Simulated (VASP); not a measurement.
Write the native input for VASP 6.6.1 that does the following.

```yaml
Task: RPA correlation energy
Functional: PBE
Potentials_or_basis: VASP PAW PBE potentials, release 64 (Te_GW)
Cutoff: 350 eV
k_mesh: 4 × 4 × 4
Occupations: gaussian, width 0.05 eV
Spin: no spin polarisation
Cutoff_of_the_response_function: 200
Frequency_points: 12
Further_INCAR_settings: ALGO = ACFDT; EDIFF = 1e-08; NBANDS = 492
```

The system is Te.

```
CELL_PARAMETERS angstrom
2.33625 1.34883 1.71321
-2.33625 1.34883 1.71321
0.00000 -2.69767 1.71321
ATOMIC_POSITIONS crystal
Te 0.50000 0.50000 0.50000
```

This isn't the form of Te at room conditions, which is trigonal, of chains.

The cell isn't the ideal one: volume scaled by 1.04.

These files were run (other wordings do the same):

POSCAR

```
Te
1.0
    2.3362486691      1.3488337980      1.7132056465
   -2.3362486691      1.3488337980      1.7132056465
    0.0000000000     -2.6976675961      1.7132056465
Te
1
Direct
    0.5000000000      0.5000000000      0.5000000000
```

INCAR.step1

```
ALGO = Normal ; EDIFF = 1E-8
ENCUT = 350 ; GGA = PE
ISMEAR = 0 ; LASPH = T
LCHARG = F ; LREAL = F
LWAVE = T ; NELM = 100
PREC = Accurate ; SIGMA = 0.05
```

INCAR.step2

```
AEXX = 1.0 ; AGGAC = 0.0
ALDAC = 0.0 ; ALGO = EIGENVAL
EDIFF = 1E-8 ; ENCUT = 350
GGA = PE ; ISMEAR = 0
ISTART = 1 ; LASPH = T
LCHARG = F ; LHFCALC = T
LREAL = F ; LWAVE = F
NELM = 1 ; PREC = Accurate
PRECFOCK = Fast ; SIGMA = 0.05
```

INCAR.step3

```
ALGO = Exact ; EDIFF = 1E-8
ENCUT = 350 ; GGA = PE
ISMEAR = 0 ; ISTART = 1
LASPH = T ; LCHARG = F
LOPTICS = T ; LREAL = F
LWAVE = T ; NBANDS = 492
NELM = 1 ; PREC = Accurate
SIGMA = 0.05
```

INCAR.step4

```
ALGO = ACFDT ; EDIFF = 1E-8
ENCUT = 350 ; ENCUTGW = 200
GGA = PE ; ISMEAR = 0
ISTART = 1 ; LASPH = T
LCHARG = F ; LREAL = F
LWAVE = F ; NBANDS = 492
NELM = 100 ; NOMEGA = 12
PREC = Accurate ; PRECFOCK = Fast
SIGMA = 0.05
```

KPOINTS

```
k-points
0
Gamma
  4 4 4
```

Potentials or basis: VASP PAW PBE potentials, release 64 (Te_GW).

The run is started by

```console
$ cat potpaw_PBE.64/Te_GW/POTCAR > POTCAR
$ cp INCAR.step1 INCAR
$ mpirun -np 1 vasp_std > vasp.out
$ cp INCAR.step2 INCAR
$ mpirun -np 1 vasp_std > vasp.out
$ cp INCAR.step3 INCAR
$ mpirun -np 1 vasp_std > vasp.out
$ cp INCAR.step4 INCAR
$ mpirun -np 1 vasp_std > vasp.out
```

It gave:

The band gap on the k mesh, mean-field level is none (metal or under the smearing width), the RPA correlation energy is -10.703 eV/atom and the RPA total energy per cell is -16.964 eV. The RPA correlation energy per cell is -10.703 eV.

Caveat: the k mesh is coarse (spacing up to 0.49 Å⁻¹), so the values aren't converged; the ground state has no gap, which makes the many-body step unreliable.

Run time: 3.7 min on 1 thread of Intel(R) Xeon(R) Platinum 8488C (Sapphire Rapids), on a shared host, peak memory 0.41 GiB.
